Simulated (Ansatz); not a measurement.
Wanted: the native input for an Ansatz 0.2.0 run.

* Task: single point
* Functional: PBE
* Potentials or basis: Ansatz PAW
* Cutoff: 420 eV (not typed: the program's choice for these potentials)
* k mesh: 11 × 11 × 6
* Occupations: gaussian, width 0.012 eV
* Spin: collinear spin, ferromagnetic start
* Starting moments: [3.0, 3.0] μB

Crystal: Cr.

```
CELL_PARAMETERS angstrom
2.71400 0.00000 0.00000
-1.35700 2.35039 0.00000
0.00000 0.00000 4.41000
ATOMIC_POSITIONS crystal
Cr 0.66667 0.33333 0.75000
Cr 0.33333 0.66667 0.25000
```

This isn't the form of Cr at room conditions, which is bcc.

These files were run (other wordings do the same):

input.yaml

```yaml
crystal:
  lattice:
    - [2.714, 0.0, 0.0]
    - [-1.357, 2.3503929459, 0.0]
    - [0.0, 0.0, 4.41]
  atoms:
    - { symbol: Cr, position: [0.6666666667, 0.3333333333, 0.75], spin: 3.0 }
    - { symbol: Cr, position: [0.3333333333, 0.6666666667, 0.25], spin: 3.0 }
hamiltonian:
  xc: pbe
  pseudopotentials: { kind: paw }
magnetization:
  spin_polarized: true
kpoints:
  mp_grid: { grid: [11, 11, 6] }
scf:
  occupations: { method: gaussian, width: 0.012 }
output:
  forces: true
  stress: true
  eigenvalues: true
  write_density: true
  write_potential: true
  elf: true
  volumetric_format: npy
```

Potentials or basis: Ansatz PAW.

Command:

```sh
$ ansatz run input.yaml --threads 2 --pin off --max-ram 5632MiB --backend cpu --events-out ev --progress --plain --runs-dir out
```

It gave:

* Pressure: -25.6 GPa
* Band gap on the k mesh: none (metal or under the smearing width)
* Net moment: 1.75 μB per cell
* Absolute moment: 1.75 μB per cell
* Site moments: Cr +0.80 μB

Caveat: so large a pressure means that the cell lies far from this level's equilibrium, or that cutoff or potentials fall short.

It took 25 s on 2 threads of Intel(R) Xeon(R) Processor @ 2.50GHz (Skylake/Cascade Lake), with other jobs on the host, peak memory 0.53 GiB.
